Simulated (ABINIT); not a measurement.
BaZrO3:

```
Ba Zr O
1.0
     4.19134    0.00000    0.00000
     0.00000    4.19134    0.00000
     0.00000    0.00000    4.19134
Ba Zr O
1 1 3
Direct
  0.00000 0.00000 0.00000
  0.50000 0.50000 0.50000
  0.50000 0.50000 0.00000
  0.50000 0.00000 0.50000
  0.00000 0.50000 0.50000
```

Base run:

- Program: ABINIT 10.8.3 (patched build)
- Functional: LDA
- Potentials or basis: JTH PAW LDA v2.0
- Cutoff: 626 eV
- k mesh: 5 × 5 × 5
- Occupations: fermi-dirac, width 0.05 eV
- Spin: no spin polarisation

Its results: band gap on the k mesh 3.19 eV, indirect (least direct gap 3.30 eV); pressure -4.7 GPa.

**Question.** The run is repeated on the same cell with these changes: k mesh from 5 × 5 × 5 to 6 × 6 × 6. What comes out?

**Answer.** Band gap on the k mesh 3.08 eV, indirect (least direct gap 3.30 eV); pressure -4.7 GPa.

Caveats: this set's barium file shifts pressures by 1.5 GPa and gaps by 0.1 eV against other sets; spin-orbit coupling is left out, which moves the levels of the heavy elements; an odd mesh through Γ misses points on the zone boundary, where band edges often lie (some runs).
